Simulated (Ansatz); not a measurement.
Zinc-blende AlSb, treated with PBE (plane waves, PAW; Ansatz, a quantum-chemistry and plane-wave program).

Numerical settings: plane-wave cutoff 520 eV, 10×10×10 k mesh, scalar-relativistic PAW data made under PBE.

Computed at the level's own relaxed cell.

```
AlSb
1.0
    0.00000     3.11244     3.11244
    3.11244     0.00000     3.11244
    3.11244     3.11244     0.00000
Al Sb
1 1
Direct
  0.00000   0.00000   0.00000
  0.75000   0.75000   0.75000
```

Give the elastic tensor (Voigt notation, GPa, ions relaxed, in the Cartesian axes of the cell as printed).


```
   76.6    35.7    35.7     0.0     0.0     0.0
   35.7    76.6    35.7     0.0     0.0     0.0
   35.7    35.7    76.6     0.0     0.0     0.0
    0.0     0.0     0.0    36.6     0.0     0.0
    0.0     0.0     0.0     0.0    36.6     0.0
    0.0     0.0     0.0     0.0     0.0    36.6
```

Measured, for comparison: elastic constant C11 87.7 GPa, elastic constant C12 43.4 GPa, elastic constant C44 40.8 GPa (temperature not stated, no zero-point or thermal correction; as tabulated in Oses et al. (2018), arXiv:1811.08464). Computed (rounded) less measured: elastic constant C11 -13 %, elastic constant C12 -18 %, elastic constant C44 -10 %.

Static lattice: no zero-point or thermal effects.
